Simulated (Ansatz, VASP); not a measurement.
Two plane-wave programs on FH

INCAR

```
  PREC = Accurate
  ENCUT = 520
  EDIFF = 1E-6
  ISMEAR = 0
  SIGMA = 0.1
  LREAL = F
  LASPH = T
  NELM = 100
  ALGO = Normal
  ISIF = 2
  LWAVE = F
  LCHARG = F
  LDIPOL = T
  IDIPOL = 3
  DIPOL = 0.5 0.5 0.638
  GGA = PE
  IVDW = 12
  NBANDS = 11
```

The input KPOINTS:

```
Automatic mesh
0
Gamma
  3 3 1
```

Contents of POSCAR:

```
HF
1.0
    8.1558973540      0.0000000000      0.0000000000
    0.0000000000      8.1558973540      0.0000000000
    0.0000000000      0.0000000000     24.1169230155
F H
1 1
Direct
   -0.2484465396      0.1077405889      0.6478026276
   -0.2483589900      0.2168509302      0.6290843728
```

Input for Ansatz:

```yaml
crystal:
  lattice:
    - [8.155897354, 0.0, 0.0]
    - [0.0, 8.155897354, 0.0]
    - [0.0, 0.0, 24.1169230155]
  atoms:
    - { symbol: F, position: [-0.2484465396, 0.1077405889, 0.6478026276] }
    - { symbol: H, position: [-0.24835899, 0.2168509302, 0.6290843728] }
basis:
  ecutwfc: 420
kpoints:
  mp_grid: { grid: [3, 3, 1] }
hamiltonian:
  xc: pbe
  dispersion: d3bj
scf:
  occupations: { method: gaussian, width: 0.1 }
output:
  forces: true
  eigenvalues: true
  write_density: true
  volumetric_format: npy
efield:
  axis: 3
  dipole_correction: true
  ramp_width: 0.04
```

Alike in both runs: task single point; functional PBE; dispersion D3(BJ); k mesh 3 × 3 × 1; occupations gaussian, width 0.1 eV; no spin polarisation.

|  | VASP | Ansatz |
| --- | --- | --- |
| version | VASP 6.6.1 | Ansatz 0.2.0 |
| potentials or method | VASP PAW PBE potentials, release 64 (F, H) | scalar-relativistic, plane waves, PAW |
| plane-wave cutoff (eV) | 520 | 420 |
| valence electrons in the cell | 8 | 8 |

Ansatz gave:

| Quantity | Value |
| --- | --- |
| gap on the k mesh at the Fermi level (eV) | 8.03 |
| least direct gap on the mesh (eV) | 8.03 |
| rms of the force components (eV/Å) | 1.664 |

Task: What did VASP give for the same quantities?

Result: gap on the k mesh at the Fermi level (eV): 8.00; least direct gap on the mesh (eV): 8.00; rms of the force components (eV/Å): 1.553.

Atom by atom the forces differ by 0.111 eV/Å (rms over components).

Expect the measured gap to be larger: semilocal functionals such as PBE lack the derivative discontinuity.
